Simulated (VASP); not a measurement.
**Ga3Sb: single point with PBE**

Crystal: Ga3Sb.

```
Ga Sb
1.0
     4.27780    0.00000    0.00000
     0.00000    8.55560    0.00000
     0.00000    0.00000    4.81689
Ga Sb
6 2
Direct
  0.00000 0.25000 0.50000
  0.00000 0.75000 0.50000
  0.50000 0.00000 0.50000
  0.50000 0.50000 0.50000
  0.00000 0.00000 0.00000
  0.00000 0.50000 0.00000
  0.50000 0.25000 0.00000
  0.50000 0.75000 0.00000
```

The cell was built by a generator and needn't be a form met in nature.

| Quantity | Value |
| --- | --- |
| Program | VASP 6.6.1 |
| Task | single point |
| Functional | PBE |
| Potentials or basis | VASP PAW PBE potentials, release 64 (Ga_d, Sb) |
| Cutoff | 520 eV |
| k mesh | 5 × 3 × 5 |
| Occupations | gaussian, width 0.15 eV |
| Spin | no spin polarisation |
| Further INCAR settings | PREC = Normal; LREAL = Auto; ALGO = Fast; EDIFF = 1e-05 |

| Property | Result |
| --- | --- |
| Pressure | 0.2 GPa |
| Band gap on the k mesh | none (metal or under the smearing width) |

Stress tensor (GPa, compression positive):
```
-0.08  0.00  0.00
 0.00  0.39  0.00
 0.00  0.00  0.14
```

Levels at points of the mesh, in eV from the Fermi level:
```
           k point  band 42  band 43  band 44  band 45  band 46  band 47
(0.00, 0.00, 0.00)    -2.30    -1.20    -1.01     0.16     0.39     0.85
```

Run time: 44 s on 1 thread of Intel(R) Xeon(R) Platinum 8488C (Sapphire Rapids), with other jobs on the host, peak memory 0.23 GiB.

The run has no spin-orbit coupling, so splittings on Sb are missing.
